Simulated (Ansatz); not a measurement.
# AlN (P6_3mc): the host for defect calculations, part 2 of 3

Aim: the runs on the perfect crystal AlN (P6_3mc) that a defect calculation needs first.

Ansatz 0.2.0; plane-wave PAW DFT, r2SCAN; single point of the host's primitive cell on a dense mesh; PAW set soft_1 (the session's first sound run).

So far: The starting structure; Primitive cell on a dense mesh; Self-consistent run.

## 4. Defect free supercell relaxed from its symmetric sites

This cell, the one that will hold the defects, is built from the relaxed host. Its coarser k-points can move the atoms a little, so it is relaxed from the symmetric sites, as the reference for the test of stability.

This step: plane-wave PAW DFT, r2SCAN; relaxation of the defect-free supercell from its symmetric sites; PAW set soft_1 (Ansatz 0.2.0).

The input, pristine.symmetric/input.yaml:

```yaml
crystal:
  lattice:
    - [9.3195654863, 5.3806537569, 0.0]
    - [-9.3195655856, 5.3806535849, 0.0]
    - [0.0, 0.0, 9.956477719]
  atoms:
    - { symbol: Al, position: [0.0, 0.1666666666, 0.2496016674] }
    - { symbol: Al, position: [0.1666666666, 0.0, 0.2496016674] }
    - { symbol: Al, position: [0.3333333334, 0.3333333333, 0.2496016674] }
    - { symbol: Al, position: [0.0, 0.3333333334, 0.4996016674] }
    - { symbol: Al, position: [0.1666666666, 0.1666666667, 0.4996016674] }
    - { symbol: Al, position: [0.3333333334, 0.0, 0.4996016674] }
    - { symbol: "N", position: [0.0, 0.1666666666, 0.4403983326] }
    - { symbol: "N", position: [0.1666666666, 0.0, 0.4403983326] }
    - { symbol: "N", position: [0.3333333334, 0.3333333333, 0.4403983326] }
    - { symbol: "N", position: [0.0, 0.3333333334, 0.1903983326] }
    - { symbol: "N", position: [0.1666666666, 0.1666666667, 0.1903983326] }
    - { symbol: "N", position: [0.3333333334, 0.0, 0.1903983326] }
    - { symbol: Al, position: [0.0, 0.1666666666, 0.7496016674] }
    - { symbol: Al, position: [0.1666666666, 0.0, 0.7496016674] }
    - { symbol: Al, position: [0.3333333334, 0.3333333333, 0.7496016674] }
    - { symbol: Al, position: [0.0, 0.3333333334, 0.9996016674] }
    - { symbol: Al, position: [0.1666666666, 0.1666666667, 0.9996016674] }
    - { symbol: Al, position: [0.3333333334, 0.0, 0.9996016674] }
    - { symbol: "N", position: [0.0, 0.1666666666, 0.9403983326] }
    - { symbol: "N", position: [0.1666666666, 0.0, 0.9403983326] }
    - { symbol: "N", position: [0.3333333334, 0.3333333333, 0.9403983326] }
    - { symbol: "N", position: [0.0, 0.3333333334, 0.6903983326] }
    - { symbol: "N", position: [0.1666666666, 0.1666666667, 0.6903983326] }
    - { symbol: "N", position: [0.3333333334, 0.0, 0.6903983326] }
    - { symbol: Al, position: [0.0, 0.6666666666, 0.2496016674] }
    - { symbol: Al, position: [0.1666666666, 0.5, 0.2496016674] }
    - { symbol: Al, position: [0.3333333334, 0.8333333333, 0.2496016674] }
    - { symbol: Al, position: [0.0, 0.8333333333, 0.4996016674] }
    - { symbol: Al, position: [0.1666666666, 0.6666666667, 0.4996016674] }
    - { symbol: Al, position: [0.3333333334, 0.5, 0.4996016674] }
    - { symbol: "N", position: [0.0, 0.6666666666, 0.4403983326] }
    - { symbol: "N", position: [0.1666666666, 0.5, 0.4403983326] }
    - { symbol: "N", position: [0.3333333334, 0.8333333333, 0.4403983326] }
    - { symbol: "N", position: [0.0, 0.8333333333, 0.1903983326] }
    - { symbol: "N", position: [0.1666666666, 0.6666666667, 0.1903983326] }
    - { symbol: "N", position: [0.3333333334, 0.5, 0.1903983326] }
    - { symbol: Al, position: [0.0, 0.6666666666, 0.7496016674] }
    - { symbol: Al, position: [0.1666666666, 0.5, 0.7496016674] }
    - { symbol: Al, position: [0.3333333334, 0.8333333333, 0.7496016674] }
    - { symbol: Al, position: [0.0, 0.8333333333, 0.9996016674] }
    - { symbol: Al, position: [0.1666666666, 0.6666666667, 0.9996016674] }
    - { symbol: Al, position: [0.3333333334, 0.5, 0.9996016674] }
    - { symbol: "N", position: [0.0, 0.6666666666, 0.9403983326] }
    - { symbol: "N", position: [0.1666666666, 0.5, 0.9403983326] }
    - { symbol: "N", position: [0.3333333334, 0.8333333333, 0.9403983326] }
    - { symbol: "N", position: [0.0, 0.8333333333, 0.6903983326] }
    - { symbol: "N", position: [0.1666666666, 0.6666666667, 0.6903983326] }
    - { symbol: "N", position: [0.3333333334, 0.5, 0.6903983326] }
    - { symbol: Al, position: [0.5, 0.1666666666, 0.2496016674] }
    - { symbol: Al, position: [0.6666666666, 0.0, 0.2496016674] }
    - { symbol: Al, position: [0.8333333333, 0.3333333333, 0.2496016674] }
    - { symbol: Al, position: [0.5, 0.3333333334, 0.4996016674] }
    - { symbol: Al, position: [0.6666666666, 0.1666666667, 0.4996016674] }
    - { symbol: Al, position: [0.8333333333, 0.0, 0.4996016674] }
    - { symbol: "N", position: [0.5, 0.1666666666, 0.4403983326] }
    - { symbol: "N", position: [0.6666666666, 0.0, 0.4403983326] }
    - { symbol: "N", position: [0.8333333333, 0.3333333333, 0.4403983326] }
    - { symbol: "N", position: [0.5, 0.3333333334, 0.1903983326] }
    - { symbol: "N", position: [0.6666666666, 0.1666666667, 0.1903983326] }
    - { symbol: "N", position: [0.8333333333, 0.0, 0.1903983326] }
    - { symbol: Al, position: [0.5, 0.1666666666, 0.7496016674] }
    - { symbol: Al, position: [0.6666666666, 0.0, 0.7496016674] }
    - { symbol: Al, position: [0.8333333333, 0.3333333333, 0.7496016674] }
    - { symbol: Al, position: [0.5, 0.3333333334, 0.9996016674] }
    - { symbol: Al, position: [0.6666666666, 0.1666666667, 0.9996016674] }
    - { symbol: Al, position: [0.8333333333, 0.0, 0.9996016674] }
    - { symbol: "N", position: [0.5, 0.1666666666, 0.9403983326] }
    - { symbol: "N", position: [0.6666666666, 0.0, 0.9403983326] }
    - { symbol: "N", position: [0.8333333333, 0.3333333333, 0.9403983326] }
    - { symbol: "N", position: [0.5, 0.3333333334, 0.6903983326] }
    - { symbol: "N", position: [0.6666666666, 0.1666666667, 0.6903983326] }
    - { symbol: "N", position: [0.8333333333, 0.0, 0.6903983326] }
    - { symbol: Al, position: [0.5, 0.6666666666, 0.2496016674] }
    - { symbol: Al, position: [0.6666666666, 0.5, 0.2496016674] }
    - { symbol: Al, position: [0.8333333333, 0.8333333333, 0.2496016674] }
    - { symbol: Al, position: [0.5, 0.8333333333, 0.4996016674] }
    - { symbol: Al, position: [0.6666666666, 0.6666666667, 0.4996016674] }
    - { symbol: Al, position: [0.8333333333, 0.5, 0.4996016674] }
    - { symbol: "N", position: [0.5, 0.6666666666, 0.4403983326] }
    - { symbol: "N", position: [0.6666666666, 0.5, 0.4403983326] }
    - { symbol: "N", position: [0.8333333333, 0.8333333333, 0.4403983326] }
    - { symbol: "N", position: [0.5, 0.8333333333, 0.1903983326] }
    - { symbol: "N", position: [0.6666666666, 0.6666666667, 0.1903983326] }
    - { symbol: "N", position: [0.8333333333, 0.5, 0.1903983326] }
    - { symbol: Al, position: [0.5, 0.6666666666, 0.7496016674] }
    - { symbol: Al, position: [0.6666666666, 0.5, 0.7496016674] }
    - { symbol: Al, position: [0.8333333333, 0.8333333333, 0.7496016674] }
    - { symbol: Al, position: [0.5, 0.8333333333, 0.9996016674] }
    - { symbol: Al, position: [0.6666666666, 0.6666666667, 0.9996016674] }
    - { symbol: Al, position: [0.8333333333, 0.5, 0.9996016674] }
    - { symbol: "N", position: [0.5, 0.6666666666, 0.9403983326] }
    - { symbol: "N", position: [0.6666666666, 0.5, 0.9403983326] }
    - { symbol: "N", position: [0.8333333333, 0.8333333333, 0.9403983326] }
    - { symbol: "N", position: [0.5, 0.8333333333, 0.6903983326] }
    - { symbol: "N", position: [0.6666666666, 0.6666666667, 0.6903983326] }
    - { symbol: "N", position: [0.8333333333, 0.5, 0.6903983326] }
basis:
  ecutwfc: 500
  xc_grid: 2
hamiltonian:
  xc: r2scan
  pseudopotentials: { kind: paw, azcp: { folder: soft_1 } }
kpoints:
  mp_grid: { grid: [1, 1, 1], shift: [0.25, 0.25, 0.25] }
scf:
  occupations: { method: fermi_dirac, width: 0.01 }
  max_iter: 80
output:
  forces: true
relax:
  f_tol: 0.01
  max_steps: 60
  escape_saddle: false
checkpoint:
  write: "../pristine.symmetric.run"
  compress: false
  write_wavefunctions: false
  write_every: 100000
```

The run is started by

```bash
> ansatz run input.yaml --threads 8 --pin off --max-ram 15073MiB --backend cpu --events-out ev --progress --plain --runs-dir out
```

Numbers of over 12 decimals in the logs are rounded to 6 here.

Log:

```text
[... repeated set-up lines and file paths are left out, and long positions are rounded to six places ...]
[...]
Crystal: 96 atoms, lattice volume = 998.542 Å³
Basis set: ecut = 500 eV, 25363 PW (Γ), exchange–correlation on 160×160×150 points (8 copies of the dense FFT grid, shifted against one another)
Bands: 288, of which v1, the nominal top of the filled ones, is band 192 counted from 1 (191 counted from 0)
Symmetry: 48 space group operations
k-points: 1
[...]
SCF iter   1: F=—  HF=-44616.803420 eV  |F-HF|=—  |Δ(HF+E_count)|=         —  Δρ=1.35e-1  dr2=2.24e2  dr2_τ=2.62e1  ethr=3.10e-3  ⟨swp⟩=6.0  Hψ=1136  notcnv=0  defer=62
[...]
SCF iter   8: F=-44567.453345 eV  HF=-44567.453345 eV  |F-HF|=1.44e-8  |Δ(HF+E_count)|=   1.23e-6  Δρ=1.82e-6  dr2=1.91e-8  dr2_τ=2.62e-9  ethr=6.51e-10  ⟨swp⟩=3.0  Hψ=610  notcnv=0
SCF 1 converged in 8 iterations: F = -44567.453345 eV  dr2 = 1.91e-8
[...]
relax step   1: F+E_penalty+E_count = -44567.45334492 eV  Δ(F+E_penalty+E_count) = +0.000e0 eV  max|allowed force component| = 5.945e-3 eV/Å  Δτ_max = 0.0000 Å  (8 SCF iters, dr2 threshold 2.50e-6 eV, accepted)
[...]
iter 1 solved again at ethr=4.94e-12 eV; its pass at ethr=3.10e-3 eV (dr2=1.90e-8 eV) is discarded
[...]
SCF iter   2: F=-44567.453345 eV  HF=-44567.453345 eV  |F-HF|=6.52e-9  |Δ(HF+E_count)|=   1.05e-8  Δρ=1.09e-6  dr2=6.60e-9  dr2_τ=7.21e-10  ethr=4.94e-12  ⟨swp⟩=2.0  Hψ=418  notcnv=0
SCF 2 converged in 2 iterations: F = -44567.453345 eV  dr2 = 6.60e-9
relax step   2: F+E_penalty+E_count = -44567.45334492 eV  Δ(F+E_penalty+E_count) = -5.530e-10 eV  max|allowed force component| = 5.945e-3 eV/Å  Δτ_max = 0.0000 Å  (2 SCF iters, accepted)
[...]
SCF iter   2: F=-44567.453345 eV  HF=-44567.453345 eV  |F-HF|=2.42e-9  |Δ(HF+E_count)|=   4.85e-9  Δρ=6.66e-7  dr2=2.50e-9  dr2_τ=2.29e-10  ethr=1.72e-12  ⟨swp⟩=2.0  Hψ=484  notcnv=0
SCF 3 converged in 2 iterations: F = -44567.453345 eV  dr2 = 2.50e-9
SCF converged after 2 iterations
Free energy (F): -44567.453345 eV
[...]
Internal energy: -44567.453345 eV  (E = F + TS)
E sigma→0 (E₀):  -44567.453345 eV
Fermi energy:    9.760254 eV
[...]
--- Forces (eV/Å), atoms counted from 1 ---
  atom   1  Al    -0.00000000     0.00496696     0.00243174
  atom   2  Al    -0.00000000     0.00496696     0.00243174
  atom   3  Al    -0.00000000     0.00496696     0.00243174
  atom   4  Al     0.00000000    -0.00427011    -0.00173906
  atom   5  Al     0.00000000    -0.00427011    -0.00173906
  atom   6  Al     0.00000000    -0.00427011    -0.00173906
  atom   7  N     -0.00000000     0.00524884     0.00073788
  atom   8  N     -0.00000000     0.00524884     0.00073788
  atom   9  N     -0.00000000     0.00524884     0.00073788
  atom  10  N      0.00000000    -0.00594474    -0.00147377
  atom  11  N      0.00000000    -0.00594474    -0.00147377
  atom  12  N      0.00000000    -0.00594474    -0.00147377
  atom  13  Al    -0.00000000     0.00496696     0.00243174
  atom  14  Al    -0.00000000     0.00496696     0.00243174
  atom  15  Al    -0.00000000     0.00496696     0.00243174
  atom  16  Al     0.00000000    -0.00427011    -0.00173906
  atom  17  Al     0.00000000    -0.00427011    -0.00173906
  atom  18  Al     0.00000000    -0.00427011    -0.00173906
  atom  19  N     -0.00000000     0.00524884     0.00073788
  atom  20  N     -0.00000000     0.00524884     0.00073788
  atom  21  N     -0.00000000     0.00524884     0.00073788
  atom  22  N      0.00000000    -0.00594474    -0.00147377
  atom  23  N      0.00000000    -0.00594474    -0.00147377
  atom  24  N      0.00000000    -0.00594474    -0.00147377
  atom  25  Al    -0.00000000     0.00496696     0.00243174
  atom  26  Al    -0.00000000     0.00496696     0.00243174
  atom  27  Al    -0.00000000     0.00496696     0.00243174
  atom  28  Al     0.00000000    -0.00427011    -0.00173906
  atom  29  Al     0.00000000    -0.00427011    -0.00173906
  atom  30  Al     0.00000000    -0.00427011    -0.00173906
  atom  31  N     -0.00000000     0.00524884     0.00073788
  atom  32  N     -0.00000000     0.00524884     0.00073788
  atom  33  N     -0.00000000     0.00524884     0.00073788
  atom  34  N      0.00000000    -0.00594474    -0.00147377
  atom  35  N      0.00000000    -0.00594474    -0.00147377
  atom  36  N      0.00000000    -0.00594474    -0.00147377
  atom  37  Al    -0.00000000     0.00496696     0.00243174
  atom  38  Al    -0.00000000     0.00496696     0.00243174
  atom  39  Al    -0.00000000     0.00496696     0.00243174
  atom  40  Al     0.00000000    -0.00427011    -0.00173906
[...]
atom  85  Al    -0.00000000     0.00496696     0.00243174
  atom  86  Al    -0.00000000     0.00496696     0.00243174
  atom  87  Al    -0.00000000     0.00496696     0.00243174
  atom  88  Al     0.00000000    -0.00427011    -0.00173906
  atom  89  Al     0.00000000    -0.00427011    -0.00173906
  atom  90  Al     0.00000000    -0.00427011    -0.00173906
  atom  91  N     -0.00000000     0.00524884     0.00073788
  atom  92  N     -0.00000000     0.00524884     0.00073788
  atom  93  N     -0.00000000     0.00524884     0.00073788
  atom  94  N      0.00000000    -0.00594474    -0.00147377
  atom  95  N      0.00000000    -0.00594474    -0.00147377
  atom  96  N      0.00000000    -0.00594474    -0.00147377
  max |Σ_I F_I| component: 1.04e-3 eV/Å
--- Relaxed structure (2 steps of the walk, 2 accepted, 0 SCFs on fresh bases) ---
  F+E_penalty+E_count = -44567.45334492 eV   max|allowed force component| = 5.945e-3 eV/Å
  atoms:
    - { symbol: Al, position: [-2.7755575615628914e-17, 0.166667, 0.249602] }
    - { symbol: Al, position: [0.166667, -1.3877787807814457e-17, 0.249602] }
    - { symbol: Al, position: [0.333333, 0.333333, 0.249602] }
    - { symbol: Al, position: [-2.7755575615628914e-17, 0.333333, 0.4996016674] }
    - { symbol: Al, position: [0.166667, 0.166667, 0.4996016674] }
    - { symbol: Al, position: [0.333333, 0.0, 0.4996016674] }
    - { symbol: N, position: [-2.7755575615628914e-17, 0.166667, 0.440398] }
    - { symbol: N, position: [0.166667, -1.3877787807814457e-17, 0.440398] }
    - { symbol: N, position: [0.333333, 0.333333, 0.440398] }
    - { symbol: N, position: [-2.7755575615628914e-17, 0.333333, 0.190398] }
    - { symbol: N, position: [0.166667, 0.166667, 0.190398] }
    - { symbol: N, position: [0.333333, 0.0, 0.190398] }
    - { symbol: Al, position: [-2.7755575615628914e-17, 0.166667, 0.749602] }
    - { symbol: Al, position: [0.166667, -1.3877787807814457e-17, 0.749602] }
    - { symbol: Al, position: [0.333333, 0.333333, 0.749602] }
    - { symbol: Al, position: [-2.7755575615628914e-17, 0.333333, 0.999602] }
    - { symbol: Al, position: [0.166667, 0.166667, 0.999602] }
    - { symbol: Al, position: [0.333333, 0.0, 0.999602] }
    - { symbol: N, position: [-2.7755575615628914e-17, 0.166667, 0.940398] }
    - { symbol: N, position: [0.166667, -1.3877787807814457e-17, 0.940398] }
    - { symbol: N, position: [0.333333, 0.333333, 0.940398] }
    - { symbol: N, position: [-2.7755575615628914e-17, 0.333333, 0.690398] }
    - { symbol: N, position: [0.166667, 0.166667, 0.690398] }
    - { symbol: N, position: [0.333333, 0.0, 0.690398] }
    - { symbol: Al, position: [0.0, 0.666667, 0.249602] }
    - { symbol: Al, position: [0.166667, 0.5, 0.249602] }
    - { symbol: Al, position: [0.333333, 0.833333, 0.249602] }
    - { symbol: Al, position: [0.0, 0.833333, 0.4996016674] }
    - { symbol: Al, position: [0.166667, 0.666667, 0.4996016674] }
    - { symbol: Al, position: [0.333333, 0.5, 0.4996016674] }
    - { symbol: N, position: [0.0, 0.666667, 0.440398] }
    - { symbol: N, position: [0.166667, 0.5, 0.440398] }
    - { symbol: N, position: [0.333333, 0.833333, 0.440398] }
    - { symbol: N, position: [0.0, 0.833333, 0.190398] }
    - { symbol: N, position: [0.166667, 0.666667, 0.190398] }
    - { symbol: N, position: [0.333333, 0.5, 0.190398] }
    - { symbol: Al, position: [0.0, 0.666667, 0.749602] }
    - { symbol: Al, position: [0.166667, 0.5, 0.749602] }
    - { symbol: Al, position: [0.333333, 0.833333, 0.749602] }
    - { symbol: Al, position: [0.0, 0.833333, 0.999602] }
    - { symbol: Al, position: [0.166667, 0.666667, 0.999602] }
    - { symbol: Al, position: [0.333333, 0.5, 0.999602] }
    - { symbol: N, position: [0.0, 0.666667, 0.940398] }
    - { symbol: N, position: [0.166667, 0.5, 0.940398] }
    - { symbol: N, position: [0.333333, 0.833333, 0.940398] }
    - { symbol: N, position: [0.0, 0.833333, 0.690398] }
    - { symbol: N, position: [0.166667, 0.666667, 0.690398] }
    - { symbol: N, position: [0.333333, 0.5, 0.690398] }
    - { symbol: Al, position: [0.5, 0.166667, 0.249602] }
    - { symbol: Al, position: [0.666667, -5.551115123125783e-17, 0.249602] }
    - { symbol: Al, position: [0.833333, 0.333333, 0.249602] }
    - { symbol: Al, position: [0.5, 0.333333, 0.4996016674] }
    - { symbol: Al, position: [0.666667, 0.166667, 0.4996016674] }
    - { symbol: Al, position: [0.833333, -5.551115123125783e-17, 0.4996016674] }
    - { symbol: N, position: [0.5, 0.166667, 0.440398] }
    - { symbol: N, position: [0.666667, -5.551115123125783e-17, 0.440398] }
    - { symbol: N, position: [0.833333, 0.333333, 0.440398] }
    - { symbol: N, position: [0.5, 0.333333, 0.190398] }
    - { symbol: N, position: [0.666667, 0.166667, 0.190398] }
    - { symbol: N, position: [0.833333, -5.551115123125783e-17, 0.190398] }
    - { symbol: Al, position: [0.5, 0.166667, 0.749602] }
    - { symbol: Al, position: [0.666667, -5.551115123125783e-17, 0.749602] }
    - { symbol: Al, position: [0.833333, 0.333333, 0.749602] }
    - { symbol: Al, position: [0.5, 0.333333, 0.999602] }
    - { symbol: Al, position: [0.666667, 0.166667, 0.999602] }
    - { symbol: Al, position: [0.833333, -5.551115123125783e-17, 0.999602] }
    - { symbol: N, position: [0.5, 0.166667, 0.940398] }
    - { symbol: N, position: [0.666667, -5.551115123125783e-17, 0.940398] }
    - { symbol: N, position: [0.833333, 0.333333, 0.940398] }
    - { symbol: N, position: [0.5, 0.333333, 0.690398] }
    - { symbol: N, position: [0.666667, 0.166667, 0.690398] }
    - { symbol: N, position: [0.833333, -5.551115123125783e-17, 0.690398] }
    - { symbol: Al, position: [0.5, 0.666667, 0.249602] }
    - { symbol: Al, position: [0.666667, 0.500000, 0.249602] }
    - { symbol: Al, position: [0.833333, 0.833333, 0.249602] }
    - { symbol: Al, position: [0.5, 0.833333, 0.4996016674] }
    - { symbol: Al, position: [0.666667, 0.666667, 0.4996016674] }
    - { symbol: Al, position: [0.833333, 0.5, 0.4996016674] }
    - { symbol: N, position: [0.5, 0.666667, 0.440398] }
    - { symbol: N, position: [0.666667, 0.500000, 0.440398] }
    - { symbol: N, position: [0.833333, 0.833333, 0.440398] }
    - { symbol: N, position: [0.5, 0.833333, 0.190398] }
    - { symbol: N, position: [0.666667, 0.666667, 0.190398] }
    - { symbol: N, position: [0.833333, 0.5, 0.190398] }
    - { symbol: Al, position: [0.5, 0.666667, 0.749602] }
    - { symbol: Al, position: [0.666667, 0.500000, 0.749602] }
    - { symbol: Al, position: [0.833333, 0.833333, 0.749602] }
    - { symbol: Al, position: [0.5, 0.833333, 0.999602] }
    - { symbol: Al, position: [0.666667, 0.666667, 0.999602] }
    - { symbol: Al, position: [0.833333, 0.5, 0.999602] }
    - { symbol: N, position: [0.5, 0.666667, 0.940398] }
    - { symbol: N, position: [0.666667, 0.500000, 0.940398] }
    - { symbol: N, position: [0.833333, 0.833333, 0.940398] }
    - { symbol: N, position: [0.5, 0.833333, 0.690398] }
    - { symbol: N, position: [0.666667, 0.666667, 0.690398] }
    - { symbol: N, position: [0.833333, 0.5, 0.690398] }
```

It took 14 s on 8 threads of Arm Neoverse V2, shared host; peak memory 2.3 GiB; 1.8 min of CPU time.

No atom moved by 0.005 Å in the relaxation.

(Part 2 of 3 ends here.)

[Logs are printed without paths, hosts, clocks, repeated set-up lines and the standing remarks that a program may print on its own settings, such as how far it seeks lower states.]

[Hosts, paths, dates, database ids (printed as entryN), source tags and the programs' standing remarks are cut or masked in the printed files.]

[Runs of the host that timed out are not shown.]

[For some hosts the program warned that the k-mesh of the response run may be too coarse for force constants and the static dielectric constant; such warnings are not always shown.]
